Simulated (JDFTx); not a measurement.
# Ge (Fd-3m) in JDFTx: notebook

One crystal, Ge, is run at these levels: LDA; tasks: equation of state.

Everything below comes from runs of JDFTx 1.7.0 (patched build). Logs are shortened: lines on timing, memory, paths and dates and some standing lists are left out, and cuts for length are marked. The log counts tension as positive stress, the text compression.

**Experimental background.**

From “Sub-monolayer structures of Ag overlayers on Ge(111): experimental observations and first-principles study”, 2019, arxiv:1908.00180, for a bulk crystal of Ge: bulk modulus 75.8 GPa.

How close the calculation comes is told below.

### 1 Starting point

Symmetry: Fd-3m, No. 227, cubic system. Conventional cell: a = 5.658 Å, b = 5.658 Å, c = 5.658 Å, α = 90.00°, β = 90.00°, γ = 90.00°. Ge (site symmetry -43m) is surrounded by 4 Ge at 2.45 Å.

### 2 Equation of state, LDA, 21.28 Å³/atom (volume scaled by 0.94)

Ge.in reads:

```
lattice \
    0.0000000000     2.7711609388     2.7711609388 \
    2.7711609388     0.0000000000     2.7711609388 \
    2.7711609388     2.7711609388     0.0000000000
latt-scale 1.889726124626 1.889726124626 1.889726124626
coords-type Lattice
ion Ge     0.7500000000     0.7500000000     0.7500000000 1
ion Ge     0.5000000000     0.5000000000     0.5000000000 1

ion-species pseudo/Ge.upf
elec-cutoff 39 312
elec-ex-corr lda-PW
kpoint-folding 8 8 8
elec-smearing Fermi 0.0018374661
elec-n-bands 21
electronic-SCF nIterations 100 energyDiffThreshold 1e-09
electronic-minimize nIterations 30 energyDiffThreshold 1e-7
forces-output-coords Cartesian

dump-name run.$VAR
dump End Ecomponents EigStats BandEigs Kpoints Forces Stress
```

Potentials or basis: PseudoDojo-SR-LDA-0.4.1-standard.

Started as:

```
$ jdftx -c 1 -i Ge.in -o Ge.out
```

The log of the run:

```text
*************** JDFTx 1.7.0 (patched build) ***************

Input parsed successfully to the following command list (including defaults):
[... the input with its defaults ...]

---------- Setting up symmetries ----------

Found 48 point-group symmetries of the bravais lattice
Found 48 space-group symmetries with basis
Applied RMS atom displacement 0 bohrs to make symmetries exact.

---------- Initializing the Grid ----------
R =
[            0      5.23674      5.23674  ]
[      5.23674            0      5.23674  ]
[      5.23674      5.23674            0  ]
unit cell volume = 287.218
G =
[  -0.599914   0.599914   0.599914  ]
[   0.599914  -0.599914   0.599914  ]
[   0.599914   0.599914  -0.599914  ]
Minimum fftbox size, Smin = [  60  60  60  ]
Chosen fftbox size, S = [  60  60  60  ]

---------- Initializing tighter grid for wavefunction operations ----------
R =
[            0      5.23674      5.23674  ]
[      5.23674            0      5.23674  ]
[      5.23674      5.23674            0  ]
unit cell volume = 287.218
G =
[  -0.599914   0.599914   0.599914  ]
[   0.599914  -0.599914   0.599914  ]
[   0.599914   0.599914  -0.599914  ]
Minimum fftbox size, Smin = [  44  44  44  ]
Chosen fftbox size, S = [  48  48  48  ]

---------- Exchange Correlation functional ----------
Initalized Slater LDA exchange.
Initalized Perdew-Wang LDA correlation.

---------- Setting up pseudopotentials ----------
Width of ionic core gaussian charges (only for fluid interactions / plotting) set to 0

Reading pseudopotential file 'pseudo/Ge.upf':
  'Ge' pseudopotential, 'SLA  PW   NOGX NOGC' functional
  Generated using ONCVPSP code by D. R. Hamann
  14 valence electrons, 3 orbitals, 6 projectors, 1001 radial grid points, with lMax = 2
    3D    l: 2   occupation: 10.0   eigenvalue: -1.086289
    4S    l: 0   occupation:  2.0   eigenvalue: -0.438995
    4P    l: 1   occupation:  2.0   eigenvalue: -0.148714
  Core radius for overlap checks: 1.83 bohrs.

Initialized 1 species with 2 total atoms.

Folded 1 k-points by 8x8x8 to 512 k-points.

---------- Setting up k-points, bands, fillings ----------
Reduced to 29 k-points under symmetry.
Computing the number of bands and number of electrons
Calculating initial fillings.
nElectrons:  28.000000   nBands: 21   nStates: 29

----- Setting up reduced wavefunction bases (one per k-point) -----
average nbasis = 3342.205 , ideal nbasis = 3341.202

---------- Setting up ewald sum ----------
Optimum gaussian width for ewald sums = 2.378435 bohr.
Real space sum over 1331 unit cells with max indices [  5  5  5  ]
Reciprocal space sum over 2197 terms with max indices [  6  6  6  ]

---------- Allocating electronic variables ----------
Initializing wave functions:  linear combination of atomic orbitals
Note: number of bands (21) exceeds available atomic orbitals (18)
Ge pseudo-atom occupations:   s ( 2 )  p ( 2 )  d ( 10 )
	FillingsUpdate:  mu: +0.381279990  nElectrons: 28.000000
LCAOMinimize: Iter:   0  F: -160.2377899265531482  |grad|_K:  5.383e-05  alpha:  1.000e+00
	FillingsUpdate:  mu: +0.381110846  nElectrons: 28.000000
LCAOMinimize: Iter:   1  F: -160.2378079012777050  |grad|_K:  1.751e-06  alpha:  9.700e-01  linmin:  7.902e-04  cgtest: -1.023e-03
	FillingsUpdate:  mu: +0.381122499  nElectrons: 28.000000
LCAOMinimize: Iter:   2  F: -160.2378079186349566  |grad|_K:  1.328e-08  alpha:  8.853e-01  linmin: -1.131e-03  cgtest:  1.416e-02
LCAOMinimize: Encountered beta<0, resetting CG.
	FillingsUpdate:  mu: +0.381122513  nElectrons: 28.000000
LCAOMinimize: Iter:   3  F: -160.2378079186354398  |grad|_K:  3.437e-09  alpha:  1.245e+00  linmin:  3.794e-01  cgtest: -9.991e-01
LCAOMinimize: Converged (|Delta F|<1.000000e-06 for 2 iters).

-------- Electronic minimization -----------
Will mix electronic density at each iteration.
	FillingsUpdate:  mu: +0.381122513  nElectrons: 28.000000
	FillingsUpdate:  mu: +0.368557446  nElectrons: 28.000000
SCF: Cycle:  0   F: -160.281423287694963   dF: -4.362e-02   |Residual|: 5.096e-02   |deigs|: 1.733e-01
	FillingsUpdate:  mu: +0.371670088  nElectrons: 28.000000
SCF: Cycle:  1   F: -160.282563150805487   dF: -1.140e-03   |Residual|: 2.785e-02   |deigs|: 5.250e-03
	FillingsUpdate:  mu: +0.376235664  nElectrons: 28.000000
SCF: Cycle:  2   F: -160.282839432935020   dF: -2.763e-04   |Residual|: 4.325e-03   |deigs|: 4.503e-03
	FillingsUpdate:  mu: +0.376277897  nElectrons: 28.000000
SCF: Cycle:  3   F: -160.282841730370478   dF: -2.297e-06   |Residual|: 1.971e-03   |deigs|: 6.966e-04
	FillingsUpdate:  mu: +0.376691945  nElectrons: 28.000000
SCF: Cycle:  4   F: -160.282843458004123   dF: -1.728e-06   |Residual|: 4.682e-04   |deigs|: 4.897e-04
	FillingsUpdate:  mu: +0.376708885  nElectrons: 28.000000
SCF: Cycle:  5   F: -160.282843534108224   dF: -7.610e-08   |Residual|: 4.302e-04   |deigs|: 2.239e-04
	FillingsUpdate:  mu: +0.376715757  nElectrons: 28.000000
SCF: Cycle:  6   F: -160.282843582411232   dF: -4.830e-08   |Residual|: 4.460e-05   |deigs|: 2.030e-04
	FillingsUpdate:  mu: +0.376719866  nElectrons: 28.000000
SCF: Cycle:  7   F: -160.282843587951533   dF: -5.540e-09   |Residual|: 2.608e-05   |deigs|: 1.258e-04
	FillingsUpdate:  mu: +0.376719371  nElectrons: 28.000000
SCF: Cycle:  8   F: -160.282843589633387   dF: -1.682e-09   |Residual|: 1.440e-05   |deigs|: 8.824e-05
	FillingsUpdate:  mu: +0.376719251  nElectrons: 28.000000
SCF: Cycle:  9   F: -160.282843590088135   dF: -4.547e-10   |Residual|: 8.770e-06   |deigs|: 7.806e-05
	FillingsUpdate:  mu: +0.376718553  nElectrons: 28.000000
SCF: Cycle: 10   F: -160.282843590047776   dF: +4.036e-11   |Residual|: 3.344e-05   |deigs|: 6.559e-05
	FillingsUpdate:  mu: +0.376719102  nElectrons: 28.000000
SCF: Cycle: 11   F: -160.282843590272222   dF: -2.244e-10   |Residual|: 3.077e-06   |deigs|: 4.684e-04
	FillingsUpdate:  mu: +0.376719120  nElectrons: 28.000000
SCF: Cycle: 12   F: -160.282843590279413   dF: -7.191e-12   |Residual|: 1.401e-06   |deigs|: 1.924e-04
SCF: Converged (|Delta E|<1.000000e-09 for 2 iters).

Setting wave functions to eigenvectors of Hamiltonian

# Stress tensor in Cartesian coordinates [Eh/a0^3]:
[ -0.000109983            0            0  ]
[            0 -0.000109983            0  ]
[            0            0 -0.000109983  ]

# Ionic positions in lattice coordinates:
ion Ge   0.750000000000000   0.750000000000000   0.750000000000000 1
ion Ge   0.500000000000000   0.500000000000000   0.500000000000000 1

# Forces in Cartesian coordinates:
force Ge   0.000000000000000  -0.000000000000000  -0.000000000000000 1
force Ge   0.000000000000000   0.000000000000000  -0.000000000000000 1

# Energy components:
   Eewald =     -100.8082681265045153
       EH =       54.1142464893980986
     Eloc =     -130.1707880798408894
      Enl =      -92.4552884020159382
      Exc =      -42.9657687207392058
 Exc_core =       18.1864650982077407
       KE =      133.8165745887541789
-------------------------------------
     Etot =     -160.2828271527405377
       TS =        0.0000164375388609
-------------------------------------
        F =     -160.2828435902794126

IonicMinimize: Iter:   0  F: -160.282843590279413  |grad|_K:  7.520e-36
IonicMinimize: Converged (|grad|_K<1.000000e-04).

#--- Lowdin population analysis ---
# oxidation-state Ge +0.021 +0.021

Dumping 'run.eigStats' ...
	eMin: -0.550264 at state 19 ( [ +0.000000 +0.375000 -0.375000 ] spin 0 )
	HOMO: +0.372698 at state 0 ( [ +0.000000 +0.000000 +0.000000 ] spin 0 )
	mu  : +0.376719
	LUMO: +0.381693 at state 4 ( [ +0.000000 +0.000000 +0.500000 ] spin 0 )
	eMax: +0.889914 at state 19 ( [ +0.000000 +0.375000 -0.375000 ] spin 0 )
	HOMO-LUMO gap: +0.008995
	Optical gap  : +0.014156 at state 0 ( [ +0.000000 +0.000000 +0.000000 ] spin 0 )
Done!
```

Wall time 84 s (1 thread of Intel Xeon Platinum 8488C (Sapphire Rapids), shared host); peak memory 0.16 GiB.

Results:

| Quantity | Value |
| --- | --- |
| Free energy | -4361.5184 eV |
| Pressure | 3.2 GPa |
| Band gap on the k mesh | 0.24 eV, indirect (least direct gap 0.39 eV) |

### 3 Equation of state, LDA, 21.73 Å³/atom (volume scaled by 0.96)

Ge.in, as its differences from that of step 2:

```diff
@@ -1,5 +1,5 @@
 lattice \
-    0.0000000000     2.7711609388     2.7711609388 \
-    2.7711609388     0.0000000000     2.7711609388 \
-    2.7711609388     2.7711609388     0.0000000000
+    0.0000000000     2.7906767997     2.7906767997 \
+    2.7906767997     0.0000000000     2.7906767997 \
+    2.7906767997     2.7906767997     0.0000000000
 latt-scale 1.889726124626 1.889726124626 1.889726124626
@@ -20,2 +20,2 @@
 dump-name run.$VAR
-dump End Ecomponents EigStats BandEigs Kpoints Forces Stress
+dump End Ecomponents EigStats BandEigs Kpoints Forces Stress ElecDensity Dtot KEdensity
```

Potentials or basis: PseudoDojo-SR-LDA-0.4.1-standard.

Started as:

```
$ jdftx -c 1 -i Ge.in -o Ge.out
```

It took 1.9 min on 1 thread of Intel Xeon Platinum 8488C (Sapphire Rapids), shared host; peak memory 0.16 GiB.

Results (log left out):

* Free energy: -4361.5318 eV
* Pressure: 1.5 GPa
* Band gap on the k mesh: 0.18 eV, indirect (least direct gap 0.19 eV)

### 4 Equation of state, LDA, 22.19 Å³/atom (volume scaled by 0.98)

Ge.in, as its differences from that of step 3:

```diff
@@ -1,5 +1,5 @@
 lattice \
-    0.0000000000     2.7906767997     2.7906767997 \
-    2.7906767997     0.0000000000     2.7906767997 \
-    2.7906767997     2.7906767997     0.0000000000
+    0.0000000000     2.8099234548     2.8099234548 \
+    2.8099234548     0.0000000000     2.8099234548 \
+    2.8099234548     2.8099234548     0.0000000000
 latt-scale 1.889726124626 1.889726124626 1.889726124626
```

Started as:

```
$ jdftx -c 1 -i Ge.in -o Ge.out
```

It took 2.2 min on 1 thread of Intel Xeon Platinum 8488C (Sapphire Rapids), shared host; peak memory 0.16 GiB.

It converged, with:

```yaml
Free_energy: -4361.5360 eV
Pressure: 0.0 GPa
Band_gap_on_the_k_mesh: none (metal or under the smearing width)
```

### 5 Equation of state, LDA, 22.64 Å³/atom

Ge.in, as its differences from that of step 4:

```diff
@@ -1,5 +1,5 @@
 lattice \
-    0.0000000000     2.8099234548     2.8099234548 \
-    2.8099234548     0.0000000000     2.8099234548 \
-    2.8099234548     2.8099234548     0.0000000000
+    0.0000000000     2.8289100000     2.8289100000 \
+    2.8289100000     0.0000000000     2.8289100000 \
+    2.8289100000     2.8289100000     0.0000000000
 latt-scale 1.889726124626 1.889726124626 1.889726124626
```

Started as:

```
$ jdftx -c 1 -i Ge.in -o Ge.out
```

It took 81 s on 1 thread of Intel Xeon Platinum 8488C (Sapphire Rapids), shared host; peak memory 0.16 GiB.

It converged, with:

| Quantity | Value |
| --- | --- |
| Free energy | -4361.5321 eV |
| Pressure | -1.4 GPa |
| Band gap on the k mesh | none (metal or under the smearing width) |

### 6 Equation of state, LDA, 23.09 Å³/atom (volume scaled by 1.02)

Ge.in, as its differences from that of step 5:

```diff
@@ -1,5 +1,5 @@
 lattice \
-    0.0000000000     2.8289100000     2.8289100000 \
-    2.8289100000     0.0000000000     2.8289100000 \
-    2.8289100000     2.8289100000     0.0000000000
+    0.0000000000     2.8476450493     2.8476450493 \
+    2.8476450493     0.0000000000     2.8476450493 \
+    2.8476450493     2.8476450493     0.0000000000
 latt-scale 1.889726124626 1.889726124626 1.889726124626
```

Potentials or basis: PseudoDojo-SR-LDA-0.4.1-standard.

Started as:

```
$ jdftx -c 1 -i Ge.in -o Ge.out
```

It took 75 s on 1 thread of Intel Xeon Platinum 8488C (Sapphire Rapids), shared host; peak memory 0.16 GiB.

Results (log left out):

```
Free energy            : -4361.5210 eV
Pressure               : -2.6 GPa
Band gap on the k mesh : none (metal or under the smearing width)
```

### 7 Equation of state, LDA, 23.54 Å³/atom (volume scaled by 1.04)

Ge.in, as its differences from that of step 6:

```diff
@@ -1,5 +1,5 @@
 lattice \
-    0.0000000000     2.8476450493     2.8476450493 \
-    2.8476450493     0.0000000000     2.8476450493 \
-    2.8476450493     2.8476450493     0.0000000000
+    0.0000000000     2.8661367691     2.8661367691 \
+    2.8661367691     0.0000000000     2.8661367691 \
+    2.8661367691     2.8661367691     0.0000000000
 latt-scale 1.889726124626 1.889726124626 1.889726124626
```

Started as:

```
$ jdftx -c 1 -i Ge.in -o Ge.out
```

It took 79 s on 1 thread of Intel Xeon Platinum 8488C (Sapphire Rapids), shared host; peak memory 0.18 GiB.

It converged, with:

- Free energy: -4361.5033 eV
- Pressure: -3.7 GPa
- Band gap on the k mesh: none (metal or under the smearing width)

### 8 Equation of state, LDA, 24.00 Å³/atom (volume scaled by 1.06)

Ge.in, as its differences from that of step 7:

```diff
@@ -1,5 +1,5 @@
 lattice \
-    0.0000000000     2.8661367691     2.8661367691 \
-    2.8661367691     0.0000000000     2.8661367691 \
-    2.8661367691     2.8661367691     0.0000000000
+    0.0000000000     2.8843929095     2.8843929095 \
+    2.8843929095     0.0000000000     2.8843929095 \
+    2.8843929095     2.8843929095     0.0000000000
 latt-scale 1.889726124626 1.889726124626 1.889726124626
```

Started as:

```
$ jdftx -c 1 -i Ge.in -o Ge.out
```

It took 84 s on 1 thread of Intel Xeon Platinum 8488C (Sapphire Rapids), shared host; peak memory 0.18 GiB.

It converged, with:

- Free energy: -4361.4798 eV
- Pressure: -4.7 GPa
- Band gap on the k mesh: none (metal or under the smearing width)

### 9 Equation of state, LDA

Potentials or basis: PseudoDojo-SR-LDA-0.4.1-standard.

This step only gathers the single runs of the series.

What came out:

```
Equilibrium volume                      : 22.19 Å³/atom
Bulk modulus                            : 70 GPa
Pressure derivative of the bulk modulus : 4.4
```

Energy against volume, from the lowest point:
```
volume (Å³/atom)  energy (meV/atom)
          21.281               8.80
          21.733               2.10
          22.186               0.00
          22.639               1.91
          23.092               7.47
          23.545              16.31
          23.997              28.07
```

### 10 Against experiment

Step 9. A measured bulk modulus of Ge is 75.8 GPa (quoted in “Sub-monolayer structures of Ag overlayers on Ge(111): experimental observations and first-principles study”, 2019, arxiv:1908.00180); the calculated 70 GPa misses it by -7.2 %. The fit is for a static lattice scaled at fixed shape and fixed fractional positions. The cell as given is a measured one (22.64 Å³/atom); LDA puts the equilibrium volume -2.0 % from it, thermal expansion not counted.
